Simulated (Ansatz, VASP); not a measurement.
**Mg4H in VASP and in Ansatz**

```
Mg H
1.0
     5.43283    0.00000    0.00000
     0.00000    5.43283    0.00000
     0.00000    0.00000    5.43283
Mg H
4 1
Cartesian
  2.7164 2.7164 2.7164
  0.0000 2.7164 2.7164
  2.7164 0.0000 2.7164
  2.7164 2.7164 0.0000
  0.0000 0.0000 0.0000
```

Change from the starting cell: species swapped into the Mn4N type (Pm-3m, No. 221).

Alike in both runs: functional PBE; k mesh 4 × 4 × 4; occupations gaussian, width 0.1 eV; no spin polarisation.

Ansatz relaxed the structure, and its values are those at the end. VASP's run is a single point on that final structure, the one shown.

|  | VASP | Ansatz |
| --- | --- | --- |
| version | VASP 6.6.1 | Ansatz 0.2.0 |
| potentials or method | VASP PAW PBE potentials, release 64 (Mg, H) | scalar-relativistic, plane waves, PAW |
| plane-wave cutoff (eV) | 520 | 420 |
| valence electrons in the cell | 9 | 41 |

```csv
,VASP,Ansatz,Ansatz less VASP
gap on the k mesh at the Fermi level (eV),none,none,-
pressure (GPa),0.3,0.3,+0.01
```

A gap of «none» marks a metal or a gap that the smearing closes. The two sets of potentials don't hold the same shells in valence.
